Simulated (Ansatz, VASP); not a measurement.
**One calculation of NaH, two programs**

```
CELL_PARAMETERS angstrom
2.29443 2.29443 0.00000
-2.29443 2.29443 0.00000
0.00000 2.29443 2.29443
ATOMIC_POSITIONS crystal
Na 0.00000 0.00000 0.00000
H 0.50000 0.50000 0.00000
```

Alike in both runs: functional PBEsol; k mesh 8 × 8 × 8; no spin polarisation.

Ansatz relaxed the structure, and its values are those at the end. VASP's run is a single point on that final structure, the one shown.

|  | VASP | Ansatz |
| --- | --- | --- |
| version | VASP 6.6.1 | Ansatz 0.2.0 |
| potentials or method | VASP PAW PBE potentials, release 64 (Na_pv, H) | PAW with Ansatz's default frozen-core files, scalar-relativistic |
| plane-wave cutoff (eV) | 520 | 420 |
| occupations | gaussian, width 0.01 eV | fixed |
| valence electrons in the cell | 8 | 10 |

```csv
,VASP,Ansatz,Ansatz less VASP
pressure (GPa),4.0,4.0,-0.02
```

The two sets of potentials don't hold the same shells in valence.

Caveats: the PAW data sets were made with another functional, which shifts forces and pressure a little (VASP). A k mesh can miss the band edges.
